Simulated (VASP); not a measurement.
# MgS (F-43m) in VASP: settings compared, part 2 of 2

VASP 6.6.1. The steps go on from the part before.

### 4 G0W0 quasiparticle levels, PBEsol

Contents of POSCAR:

```
MgS
1.0
    0.0000000000      2.8331200468      2.8331200468
    2.8331200468      0.0000000000      2.8331200468
    2.8331200468      2.8331200468      0.0000000000
S Mg
1 1
Direct
    0.2500000000      0.2500000000      0.2500000000
    0.0000000000      0.0000000000      0.0000000000
```

Contents of INCAR.step1:

```
ALGO = Normal ; EDIFF = 1E-8
ENCUT = 500 ; GGA = PS
ISMEAR = 0 ; KPAR = 4
LASPH = T ; LCHARG = F
LREAL = F ; LWAVE = T
NELM = 100 ; PREC = Accurate
SIGMA = 0.01
```

Contents of INCAR.step2:

```
ALGO = Exact ; EDIFF = 1E-8
ENCUT = 500 ; GGA = PS
ISMEAR = 0 ; ISTART = 1
KPAR = 4 ; LASPH = T
LCHARG = F ; LOPTICS = T
LREAL = F ; LWAVE = T
NBANDS = 296 ; NELM = 1
PREC = Accurate ; SIGMA = 0.01
```

Contents of INCAR.step3:

```
ALGO = EVGW0 ; EDIFF = 1E-8
ENCUT = 500 ; ENCUTGW = 200
GGA = PS ; ISMEAR = 0
ISTART = 1 ; KPAR = 4
LASPH = T ; LCHARG = F
LREAL = F ; LWAVE = F
NBANDS = 296 ; NBANDSGW = 12
NELMGW = 1 ; NOMEGA = 50
PREC = Accurate ; PRECFOCK = Fast
SIGMA = 0.01
```

Contents of KPOINTS:

```
k-points
0
Gamma
  4 4 4
```

Potentials or basis: VASP PAW PBE potentials, release 64 (S_GW, Mg_GW).

Command:

```console
> cat potpaw_PBE.64/S_GW/POTCAR potpaw_PBE.64/Mg_GW/POTCAR > POTCAR
> cp INCAR.step1 INCAR
> mpirun -np 4 vasp_std > vasp.out
> cp INCAR.step2 INCAR
> mpirun -np 4 vasp_std > vasp.out
> cp INCAR.step3 INCAR
> mpirun -np 4 vasp_std > vasp.out
```

OUTCAR:

```text
EDIFF = 1E-8
   ENCUT = 500
   ENCUTGW = 200
   GGA = PS
   ISMEAR = 0
   ISTART = 1
   LASPH = T
   LREAL = F
   NELMGW = 1
   PREC = Accurate
   PRECFOCK = Fast

 ion  position               nearest neighbor table
   1  0.250  0.250  0.250-   2 2.45   2 2.45   2 2.45   2 2.45
   2  0.000  0.000  0.000-   1 2.45   1 2.45   1 2.45   1 2.45

  LATTYP: Found a face centered cubic cell.
 ALAT       =     5.6662400936

  Lattice vectors:

 A1 = (   0.0000000000,   2.8331200468,   2.8331200468)
 A2 = (   2.8331200468,   0.0000000000,   2.8331200468)
 A3 = (   2.8331200468,   2.8331200468,   0.0000000000)

Analysis of symmetry for initial positions (statically):
=====================================================================
 Subroutine PRICEL returns:
 Original cell was already a primitive cell.

[... 147 lines left out ...]
   NELMGW              =     1    number of iterations in solving QP/BSE equation
   NELMHF              =     1    number of iterations in the inner HF iteration
   NKREDLFX            =     1    NKREDLFY  =   1   NKREDLFZ  =   1
 non-spin polarized calculation
 Gauss-broadening in eV      SIGMA  =   0.01
  energy-cutoff  :      500.00
  volume of cell :       45.48
 maximum number of plane-waves:      1174
 NGX is ok and might be reduce to    30
  NGX = 18; NGY = 18; NGZ = 18
   NGX = 15   NGY = 15   NGZ = 15
 maximum number of plane-waves:       303

 QP shifts <psi_nk| G(iteration)W_0 |psi_nk>: iteration 1
 for sc-GW calculations column KS-energies equals QP-energies in previous step
 and V_xc(KS)=  KS-energies - (<T + V_ion + V_H > + <T+V_H+V_ion>^1  + <V_x>^1)

 k-point   1 :       0.0000    0.0000    0.0000
  band No.  KS-energies  QP-energies   sigma(KS)   V_xc(KS)     V^pw_x(r,r')   Z            occupation Imag(sigma)

      1     -10.2533     -11.2965     -14.2314     -12.7726     -20.8432       0.7151       2.0000       1.3410
      2       1.0099      -0.2997     -14.5906     -12.8689     -16.1214       0.7607       2.0000       0.0215
      3       1.0099      -0.2997     -14.5906     -12.8689     -16.1214       0.7607       2.0000       0.0215
      4       1.0099      -0.2997     -14.5906     -12.8689     -16.1214       0.7607       2.0000       0.0215
      5       4.2889       4.7933      -7.8681      -8.5025      -4.3709       0.7952       0.0000      -0.0928
      6       8.8293       9.6301      -7.8740      -8.8996      -3.8120       0.7808       0.0000      -0.1053
      7       8.8293       9.6301      -7.8740      -8.8996      -3.8120       0.7808       0.0000      -0.1053
      8       8.8293       9.6301      -7.8740      -8.8996      -3.8120       0.7808       0.0000      -0.1053
      9      11.6966      12.5271      -8.4769      -9.5613      -3.9123       0.7659       0.0000      -0.1578
     10      11.6966      12.5271      -8.4769      -9.5613      -3.9123       0.7659       0.0000      -0.1578
     11      14.5303      14.9348      -6.3550      -6.8905      -1.4259       0.7552       0.0000      -0.3556
     12      14.7393      15.0408      -6.6937      -7.0916      -1.5670       0.7578       0.0000      -0.5436
[... 100 lines left out ...]
      1      -9.3301     -10.2325     -14.9521     -13.6163     -21.3442       0.6756       2.0000       1.0376
      2      -1.3119      -2.6615     -12.9258     -11.0945     -15.0982       0.7369       2.0000       0.0537
      3      -0.8586      -2.2523     -13.1112     -11.2411     -15.1253       0.7452       2.0000       0.0386
      4      -0.3467      -1.6883     -13.1857     -11.3973     -14.9951       0.7501       2.0000       0.0285
      5       6.3775       6.8609      -7.8090      -8.4232      -4.1746       0.7872       0.0000      -0.0961
      6       8.8432       9.7096      -9.0292     -10.1561      -4.8005       0.7689       0.0000      -0.1122
      7       9.0369       9.6667      -8.1441      -8.9493      -4.1175       0.7822       0.0000      -0.1071
      8       9.3933      10.0360      -7.4102      -8.2439      -3.0910       0.7709       0.0000      -0.1311
      9      13.4748      14.0617      -8.2513      -9.0573      -2.8475       0.7283       0.0000      -0.3509
     10      14.6003      15.0629      -8.2400      -8.8656      -2.8810       0.7395       0.0000      -0.4292
     11      14.6453      15.5625      -9.9975     -11.2406      -4.5370       0.7379       0.0000      -0.3368
     12      15.8953      16.6965      -9.3454     -10.4030      -3.7823       0.7576       0.0000      -0.5195
```

Wall time 1.8 min (4 MPI ranks of Intel Xeon Platinum 8488C (Sapphire Rapids), shared host); peak memory 0.61 GiB.

What came out:

* Band gap on the k mesh, mean-field level: 3.28 eV, direct
* Quasiparticle gap: 5.09 eV
* Least direct quasiparticle gap: 5.09 eV

Levels at points of the mesh, in eV from the valence-band top:
| k point | band 1 | band 2 | band 3 | band 4 | band 5 | band 6 | band 7 | band 8 |
| --- | --- | --- | --- | --- | --- | --- | --- | --- |
| (0.00, 0.00, 0.00) | -11.26 | 0.00 | 0.00 | 0.00 | 3.28 | 7.82 | 7.82 | 7.82 |
| (0.50, 0.00, 0.00) | -10.57 | -3.18 | -0.33 | -0.33 | 4.97 | 7.50 | 7.50 | 8.41 |
| (0.50, 0.50, 0.00) | -10.35 | -2.85 | -1.05 | -1.05 | 3.70 | 5.52 | 11.00 | 12.13 |

Caveat: the k mesh is coarse (spacing up to 0.48 Å⁻¹), so the values aren't converged; bands, screening cutoff and mesh are small and nothing is extrapolated, so the quasiparticle values aren't converged. A k mesh can miss the band edges.

### 5 Overview

| task | level | potentials or basis | k mesh | cutoff (eV) | smearing | ladder | GW scheme | GW iterations | cutoff of the response function | frequency points | mesh quality | gap on the mesh (eV) |
| --- | --- | --- | --- | --- | --- | --- | --- | --- | --- | --- | --- | --- |
| band structure | PBEsol | VASP PAW PBE potentials, release 64 (S, Mg) | 8 × 8 × 8 | 520 | gaussian 0.02 eV | gaps | - | - | - | - | not flagged | 3.29 |
| band structure | TB-mBJ | VASP PAW PBE potentials, release 64 (S, Mg) | 8 × 8 × 8 | 520 | gaussian 0.02 eV | gaps | - | - | - | - | not flagged | 5.04 |
| G0W0 quasiparticle levels | PBEsol | VASP PAW PBE potentials, release 64 (S_GW, Mg_GW) | 4 × 4 × 4 | 500 | gaussian 0.01 eV | free | G0W0 | 1 | 200 | 50 | coarse | - |

Alike in all rows: no spin polarisation; cell as given.

Caveats: some runs use coarse meshes; bands, screening cutoff and mesh are small and nothing is extrapolated, so the quasiparticle values aren't converged (some runs).

Total energies depend on the potentials used, so only differences within one code and one set of settings carry meaning.
